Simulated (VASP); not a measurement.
# BeS (Fm-3m) in VASP: notebook

The runs below take BeS through single point, with PBE, r2SCAN.

All numbers are computed with VASP 6.6.1; they aren't measurements. Logs are shortened: lines on timing, memory, paths and dates and some standing lists are left out, and cuts for length are marked.

## (1) The structure

The structure is cubic, space group Fm-3m (No. 225). Conventional cell: a = 4.635 Å, b = 4.635 Å, c = 4.635 Å, α = 90.00°, β = 90.00°, γ = 90.00°. Around Be (site symmetry m-3m) lie 6 S at 2.32 Å. S (site symmetry m-3m) has 6 Be at 2.32 Å as nearest neighbours.

The cell was built by a generator and needn't be a form met in nature.

## (2) Single point, PBE

Input file INCAR:

```
SYSTEM = BeS
PREC     = Accurate       ! precision mode
ENCUT    = 520            ! plane-wave cutoff, eV
EDIFF    = 1E-7           ! SCF threshold, eV
ISMEAR   = -1             ! smearing method
SIGMA    = 0.02           ! smearing width, eV
LREAL    = .False.        ! projectors in reciprocal space
LASPH    = .True.         ! aspherical terms in the spheres
NELM     = 100            ! most SCF steps
ALGO     = Fast           ! electronic algorithm
ISIF     = 2              ! what is computed and relaxed
LWAVE    = .False.        ! write WAVECAR
LCHARG   = .False.        ! write CHGCAR
GGA      = PE             ! functional
NBANDS   = 11             ! bands
```

Input file KPOINTS:

```
Automatic mesh
0
Gamma
  10 10 10
  0 0 0
```

Input file POSCAR:

```
BeS
1.0
    0.0000000000      2.3172971949      2.3172971949
    2.3172971949      0.0000000000      2.3172971949
    2.3172971949      2.3172971949      0.0000000000
Be S
1 1
Direct
    0.0000000000      0.0000000000      0.0000000000
    0.5000000000      0.5000000000      0.5000000000
```

Potentials or basis: VASP PAW PBE potentials, release 64 (Be, S).

On the command line:

```sh
$ cat potpaw_PBE.64/Be/POTCAR potpaw_PBE.64/S/POTCAR > POTCAR
$ mpirun -np 1 vasp_std > vasp.out
```

OUTCAR:

```text
SYSTEM = BeS
   PREC = Accurate
   ENCUT = 520
   EDIFF = 1E-7
   ISMEAR = -1
   LREAL = .False.
   LASPH = .True.
   NELM = 100
   ISIF = 2
   GGA = PE

 ion  position               nearest neighbor table
   1  0.000  0.000  0.000-   2 2.32   2 2.32   2 2.32   2 2.32   2 2.32   2 2.32
   2  0.500  0.500  0.500-   1 2.32   1 2.32   1 2.32   1 2.32   1 2.32   1 2.32

  LATTYP: Found a face centered cubic cell.
 ALAT       =     4.6345943898

  Lattice vectors:

 A1 = (   0.0000000000,   2.3172971949,   2.3172971949)
 A2 = (   2.3172971949,   0.0000000000,   2.3172971949)
 A3 = (   2.3172971949,   2.3172971949,   0.0000000000)

Analysis of symmetry for initial positions (statically):
=====================================================================
 Subroutine PRICEL returns:
 Original cell was already a primitive cell.

 Routine SETGRP: Setting up the symmetry group for a
 face centered cubic supercell.

 Subroutine GETGRP returns: Found 48 space group operations
 (whereof 48 operations were pure point group operations)
 out of a pool of 48 trial point group operations.

The static configuration has the point symmetry O_h .

Analysis of symmetry for dynamics (positions and initial velocities):
=====================================================================
 Subroutine PRICEL returns:
 Original cell was already a primitive cell.

 Routine SETGRP: Setting up the symmetry group for a
 face centered cubic supercell.

 Subroutine GETGRP returns: Found 48 space group operations
 (whereof 48 operations were pure point group operations)
 out of a pool of 48 trial point group operations.

The dynamic configuration has the point symmetry O_h .

 Subroutine INISYM returns: Found 48 space group operations
 (whereof 48 operations are pure point group operations),
 and found     1 'primitive' translations

----------------------------------------------------------------------------------------

                                     Primitive cell

  volume of cell :      24.8872

  direct lattice vectors                    reciprocal lattice vectors
     0.000000000  2.317297195  2.317297195    -0.215768612  0.215768612  0.215768612
     2.317297195  0.000000000  2.317297195     0.215768612 -0.215768612  0.215768612
     2.317297195  2.317297195  0.000000000     0.215768612  0.215768612 -0.215768612

  length of vectors
     3.277153121  3.277153121  3.277153121     0.373722199  0.373722199  0.373722199

  position of ions in fractional coordinates (direct lattice)
     0.000000000  0.000000000  0.000000000
     0.500000000  0.500000000  0.500000000

  ion indices of the primitive-cell ions
   primitive index   ion index
                 1           1
                 2           2

----------------------------------------------------------------------------------------

 KPOINTS: Automatic mesh

Automatic generation of k-mesh.
 Grid dimensions read from file:
 generate k-points for:   10   10   10

 Generating k-lattice:

  Cartesian coordinates                     Fractional coordinates (reciprocal lattice)
    -0.021576861  0.021576861  0.021576861     0.100000000  0.000000000  0.000000000
     0.021576861 -0.021576861  0.021576861     0.000000000  0.100000000  0.000000000
     0.021576861  0.021576861 -0.021576861     0.000000000  0.000000000  0.100000000

  Length of vectors
     0.037372220  0.037372220  0.037372220

  Shift w.r.t. Gamma in fractional coordinates (k-lattice)
     0.000000000  0.000000000  0.000000000

 Subroutine IBZKPT returns following result:
 ===========================================

 Found     47 irreducible k-points:

 Following reciprocal coordinates:
            Coordinates               Weight
  0.000000  0.000000  0.000000      1.000000
  0.100000  0.000000  0.000000      8.000000
  0.200000  0.000000  0.000000      8.000000
  0.300000  0.000000  0.000000      8.000000
  0.400000  0.000000  0.000000      8.000000
  0.500000  0.000000  0.000000      4.000000
[... 16 lines left out ...]
  0.300000  0.300000  0.000000      6.000000
  0.400000  0.300000  0.000000     24.000000
 [... further k-points ...]
   k-points           NKPTS =     47   k-points in BZ     NKDIM =     47   number of bands    NBANDS=     11
   number of dos      NEDOS =    301   number of ions     NIONS =      2
   total plane-waves  NPLWV =  13824
   dimension x,y,z NGX =    24 NGY =   24 NGZ =   24
   dimension x,y,z NGXF=    48 NGYF=   48 NGZF=   48
   ions per type =               1   1
   NGX,Y,Z   is equivalent  to a cutoff of  12.17, 12.17, 12.17 a.u.
   NGXF,Y,Z  is equivalent  to a cutoff of  24.35, 24.35, 24.35 a.u.
 SYSTEM =  BeS
   PREC   = accura    normal or accurate (medium, high low for compatibility)
   ISTART =      0    job   : 0-new  1-cont  2-samecut
   ICHARG =      2    charge: 1-file 2-atom 10-const
   ISPIN  =      1    spin polarized calculation?
   LNONCOLLINEAR =      F non collinear calculations
   LSORBIT =      F    spin-orbit coupling
   LASPH  =      T    aspherical Exc in radial PAW
   ENCUT  =  520.0 eV  38.22 Ry    6.18 a.u.   6.09  6.09  6.09*2*pi/ulx,y,z
   NELM   =    100;   NELMIN=  2; NELMDL= -5     # of ELM steps
   EDIFF  = 0.1E-06   stopping-criterion for ELM
   LREAL  =      F    real-space projection
   EDIFFG = 0.1E-05   stopping-criterion for IOM
   NSW    =      0    number of steps for IOM
   IBRION =     -1    ionic relax: 0-MD 1-quasi-New 2-CG
   NFREE  =      0    steps in history (QN), initial steepest desc. (CG)
   ISIF   =      2    stress and relaxation
   ISYM   =      2    0-nonsym 1-usesym 2-fastsym
   POTIM  = 0.5000    time-step for ionic-motion
   TEBEG  =    0.0;   TEEND  =   0.0 temperature during run
   PSTRESS=    0.0 pullay stress
   NELECT =       8.0000    total number of electrons
   NUPDOWN=      -1.0000    fix difference up-down
   EMIN   =  10.00;   EMAX   =-10.00  energy-range for DOS
   EFERMI =   0.00;   METHOD = LEGACY
   ISMEAR =    -1;   SIGMA  =   0.02  broadening in eV -4-tet -1-fermi 0-gaus
   EFERMI_NEDOS =   21; number of points for ismear=-14 and -15
   IALGO  =     68    algorithm
   IMIX   =      4    mixing-type and parameters
     AMIX     =   0.40;   BMIX     =  1.00
     AMIX_MAG =   1.60;   BMIX_MAG =  1.00
  volume/ion in A,a.u.               =      12.44        83.97
  Fermi-wavevector in a.u.,A,eV,Ry     =   1.121450  2.119232 17.111356  1.257649
  Thomas-Fermi vector in A             =   2.258103
   LORBIT       =      0    0 simple, 1 ext, 2 COOP (PROOUT), +10 PAW based schemes
   GGA     = PE    functional components
   LHFCALC =     F    Hartree Fock is set to
   AEXX    =    0.0000 exact exchange contribution
   IVDW    =     0    specifies the selected vdW correction
   LEPSILON=     F    determine dielectric tensor
   LRPA    =     F    only Hartree local field effects (RPA)
 non-spin polarized calculation
 RMM-DIIS sequential band-by-band and
  energy-cutoff  :      520.00
  volume of cell :       24.89
 maximum number of plane-waves:       692
   NGX = 13   NGY = 13   NGZ = 13

 number of electron       7.9999998 magnetization

 Free energy of the ion-electron system (eV)
  ---------------------------------------------------
  ext. energy  EPLUGINS =         0.00000000
  ---------------------------------------------------
  free energy    TOTEN  =        -8.89454274 eV

  energy without entropy =       -8.89454274  energy(sigma->0) =       -8.89454274

 E-fermi :   7.0251     XC(G=0): -10.6078

 val. band max:        6.5432723715   @ k =  -0.2000   0.1000   0.0000
 cond. band min:       7.5734032105   @ k =   0.5000   0.5000   0.0000
 fundamental gap:      1.0301308390
 Fermi energy:         7.0251062046

 k-point     1 :       0.0000    0.0000    0.0000
  band No.  band energies     occupation
      1      -8.4941      2.00000
      2       6.2941      2.00000
      3       6.2941      2.00000
      4       6.2941      2.00000
      5      11.8781      0.00000
      6      15.4266      0.00000
      7      15.4266      0.00000
      8      15.4266      0.00000
      9      16.1785      0.00000
     10      16.1785      0.00000
     11      16.1785      0.00000

 k-point     2 :       0.1000    0.0000    0.0000
  band No.  band energies     occupation
      1      -8.3466      2.00000
      2       5.3734      2.00000
      3       6.2518      2.00000
      4       6.2518      2.00000
      5      12.2766      0.00000
      6      14.7576      0.00000
      7      14.7576      0.00000
      8      14.9929      0.00000
      9      15.9656      0.00000
     10      15.9656      0.00000
     11      16.6331      0.00000

 k-point     3 :       0.2000    0.0000    0.0000
  band No.  band energies     occupation
      1      -7.9192      2.00000
      2       3.4980      2.00000
      3       6.1635      2.00000
      4       6.1635      2.00000
      5      12.0773      0.00000
      6      13.0909      0.00000
      7      13.0909      0.00000
      8      15.6581      0.00000
      9      17.0396      0.00000
     10      17.0396      0.00000
     11      17.1155      0.00000
[... 267 lines left out ...]
 k-point    23 :       0.3000    0.3000    0.0000
  band No.  band energies     occupation
      1      -6.8136      2.00000
      2       2.4569      2.00000
      3       4.1930      2.00000
      4       4.1930      2.00000
      5       8.8605      0.00000
      6      11.9391      0.00000
      7      16.8227      0.00000
      8      16.8802      0.00000
      9      16.8802      0.00000
     10      20.4560      0.00000
     11      22.4461      0.00000

 k-point    24 :       0.4000    0.3000    0.0000
  band No.  band energies     occupation
      1      -6.2332      2.00000
      2       1.3918      2.00000
      3       3.5646      2.00000
      4       3.9739      2.00000
      5       8.5760      0.00000
      6      12.0430      0.00000
      7      16.3306      0.00000
      8      16.7012      0.00000
      9      18.3431      0.00000
     10      22.1299      0.00000
     11      23.7239      0.00000

 [... further k-points ...]

------------------------ aborting loop because EDIFF is reached ----------------------------------------

  FORCE on cell =-STRESS in cart. coord.  units (eV):
  Direction    XX          YY          ZZ          XY          YZ          ZX
  --------------------------------------------------------------------------------------
  -------------------------------------------------------------------------------------
  Total       -0.0687370     -0.0687370     -0.0687370      0.0000000      0.0000000      0.0000000
  in kB       -4.4251267     -4.4251267     -4.4251267      0.0000000      0.0000000      0.0000000
  external PRESSURE =      -4.4251267 kB  Pullay stress =       0.0000000 kB

 VOLUME and BASIS-vectors are now :
 -----------------------------------------------------------------------------
  energy-cutoff  :      520.00
  volume of cell :       24.89
      direct lattice vectors                 reciprocal lattice vectors
     0.000000000  2.317297195  2.317297195    -0.215768612  0.215768612  0.215768612
     2.317297195  0.000000000  2.317297195     0.215768612 -0.215768612  0.215768612
     2.317297195  2.317297195  0.000000000     0.215768612  0.215768612 -0.215768612

 POSITION                                       TOTAL-FORCE (eV/Angst)
 -----------------------------------------------------------------------------------
      0.00000      0.00000      0.00000        -0.000000      0.000000      0.000000
      2.31730      2.31730      2.31730         0.000000     -0.000000     -0.000000
 -----------------------------------------------------------------------------------
    total drift:                               -0.000000     -0.000000      0.000000

  FREE ENERGIE OF THE ION-ELECTRON SYSTEM (eV)
  ---------------------------------------------------
  free  energy   TOTEN  =        -8.8945427367 eV

  energy  without entropy=       -8.8945427367  energy(sigma->0) =       -8.89454274
```

Wall time 5 s (1 thread of Intel Xeon 6975P-C (Granite Rapids), shared host); peak memory 0.13 GiB.

Results:

| Property | Result |
| --- | --- |
| Free energy | -8.8945 eV |
| Pressure | -0.4 GPa |
| Band gap on the k mesh | 1.03 eV, indirect (least direct gap 4.15 eV) |

Levels at points of the mesh, in eV from the valence-band top:
```tsv
k point	band 1	band 2	band 3	band 4	band 5	band 6	band 7	band 8	band 9
(0.00, 0.00, 0.00)	-15.04	-0.25	-0.25	-0.25	5.33	8.88	8.88	8.88	9.64
(0.50, 0.00, 0.00)	-12.78	-7.16	-0.46	-0.46	3.99	3.99	4.18	10.23	15.57
(0.50, 0.50, 0.00)	-11.74	-6.72	-3.12	-3.12	1.03	4.39	11.82	11.82	13.63
```

## (3) Single point, r2SCAN (hydrostatic strain -2.5%)

Input file POSCAR:

```
BeS
1.0
    0.0000000000      2.2593647650      2.2593647650
    2.2593647650      0.0000000000      2.2593647650
    2.2593647650      2.2593647650      0.0000000000
Be S
1 1
Direct
    0.0000000000      0.0000000000      0.0000000000
    0.5000000000      0.5000000000      0.5000000000
```

Input file INCAR.step1:

```
SYSTEM = BeS
PREC = Accurate ; ENCUT = 520
ISMEAR = 0 ; SIGMA = 0.01
LREAL = .FALSE. ; LASPH = .TRUE.
NELM = 100 ; NBANDS = 11
GGA = PE ; ALGO = Normal
EDIFF = 1E-4 ; LWAVE = .TRUE.
LCHARG = .FALSE.
```

Input file INCAR.step2:

```
SYSTEM = BeS
PREC = Accurate ; ENCUT = 520
EDIFF = 1E-6 ; ISMEAR = 0
SIGMA = 0.01 ; LREAL = .FALSE.
LASPH = .TRUE. ; NELM = 100
ALGO = Normal ; ISIF = 2
LWAVE = .FALSE. ; LCHARG = .FALSE.
METAGGA = R2SCAN ; LMIXTAU = .TRUE.
NBANDS = 11 ; ISTART = 1
```

Input file KPOINTS:

```
regular mesh
0
G
  10 10 10
  0 0 0
```

Potentials or basis: VASP PAW PBE potentials, release 64 (Be, S).

On the command line:

```sh
$ cat potpaw_PBE.64/Be/POTCAR potpaw_PBE.64/S/POTCAR > POTCAR
$ cp INCAR.step1 INCAR
$ mpirun -np 1 vasp_std > vasp.out
$ cp INCAR.step2 INCAR
$ mpirun -np 1 vasp_std > vasp.out
```

Run time: 14 s. Hardware: 1 thread of Intel Xeon 6975P-C (Granite Rapids), shared host; peak memory 0.14 GiB.

The run converged. Its results:

```yaml
Free_energy: -13.5013 eV
Pressure: 9.6 GPa
Band_gap_on_the_k_mesh: 1.42 eV, indirect (least direct gap 4.93 eV)
```

Levels at points of the mesh, in eV from the valence-band top:
| k point | band 1 | band 2 | band 3 | band 4 | band 5 | band 6 | band 7 | band 8 |
| --- | --- | --- | --- | --- | --- | --- | --- | --- |
| (0.00, 0.00, 0.00) | -16.42 | -0.25 | -0.25 | -0.25 | 7.21 | 9.31 | 9.31 | 9.31 |
| (0.50, 0.00, 0.00) | -13.78 | -8.01 | -0.55 | -0.55 | 4.37 | 4.37 | 5.04 | 11.97 |
| (0.50, 0.50, 0.00) | -12.52 | -7.57 | -3.55 | -3.55 | 1.42 | 4.54 | 13.76 | 13.76 |

Caveat: the PAW data sets were made with another functional, which shifts forces and pressure a little. A k mesh can miss the band edges.
